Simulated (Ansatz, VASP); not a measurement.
## CuO: VASP beside Ansatz

INCAR

```
SYSTEM = CuO
PREC     = Accurate       ! precision mode
ENCUT    = 520            ! plane-wave cutoff, eV
EDIFF    = 1E-6           ! SCF threshold, eV
ISMEAR   = -1             ! smearing method
SIGMA    = 0.1            ! smearing width, eV
LREAL    = .False.        ! projectors in reciprocal space
LASPH    = .True.         ! aspherical terms in the spheres
NELM     = 150            ! most SCF steps
ALGO     = Normal         ! electronic algorithm
ISIF     = 2              ! what is computed and relaxed
LWAVE    = .False.        ! write WAVECAR
LCHARG   = .True.         ! write CHGCAR
LMAXMIX  = 4              ! l up to which the mixer works
LDAU     = .True.         ! DFT+U
LDAUTYPE = 2            
LDAUL    = 2 -1           ! shell
LDAUU    = 4 0            ! U, eV
LDAUJ    = 0 0          
LDAUPRINT= 1            
GGA      = PE             ! functional
LELF     = .True.         ! ELF
LVHAR    = .True.       
NBANDS   = 25             ! bands
```

File KPOINTS:

```
regular mesh
0
Gamma
  7 7 4
  0 0 0
```

Contents of POSCAR:

```
CuO
1.0
    2.3245000000     -1.7191000000      0.0000000000
    2.3245000000      1.7191000000      0.0000000000
   -0.7792200000      0.0000000000      5.1281400000
Cu O
2 2
Direct
    0.0000000000      0.5000000000      0.0000000000
    0.5000000000      0.0000000000      0.5000000000
    0.5830000000      0.4170000000      0.2500000000
    0.4170000000      0.5830000000      0.7500000000
```

Input for Ansatz:

```yaml
crystal:
  lattice:
    - [2.3245, -1.7191, 0.0]
    - [2.3245, 1.7191, 0.0]
    - [-0.77922, 0.0, 5.12814]
  atoms:
    - { symbol: Cu, position: [0.0, 0.5, 0.0] }
    - { symbol: Cu, position: [0.5, 0.0, 0.5] }
    - { symbol: O, position: [0.583, 0.417, 0.25] }
    - { symbol: O, position: [0.417, 0.583, 0.75] }
hamiltonian:
  xc: pbe
  pseudopotentials: { kind: paw }
  hubbard: { sites: [{ species: Cu, l: d, u_eff: 4.0 }] }
basis:
  ecutwfc: 420
kpoints:
  mp_grid: { grid: [7, 7, 4] }
scf:
  occupations: { method: fermi_dirac, width: 0.1 }
  lower_state_search: "off"
output:
  forces: true
  stress: true
```

Alike in both runs: task single point; functional PBE; k mesh 7 × 7 × 4; occupations fermi-dirac, width 0.1 eV; no spin polarisation; Hubbard terms Cu d U = 4.0 eV.

|  | VASP | Ansatz |
| --- | --- | --- |
| version | VASP 6.6.1 | Ansatz 0.2.0 |
| potentials or method | VASP PAW PBE potentials, release 64 (Cu, O) | PAW, plane waves, scalar-relativistic |
| plane-wave cutoff (eV) | 520 | 420 |
| valence electrons in the cell | 34 | 50 |

Ansatz gave:

* pressure (GPa): 5.7
* largest component of the traceless stress (GPa): 2.37
* rms of the force components (eV/Å): 0.139

Task: Estimate VASP's values.

Result: Pressure (GPa): 1.7; largest component of the traceless stress (GPa): 2.69; rms of the force components (eV/Å): 0.141.

The programs project onto different local orbitals, so the same U acts differently. Atom by atom the forces differ by 0.002 eV/Å (rms over components). The two sets of potentials don't hold the same shells in valence. Ansatz warned: «filled_band_counts_differ_across_k_points».

Caveats: the run has no spin polarisation, though such a crystal can be magnetic; U without spin polarisation on a metal has little footing.
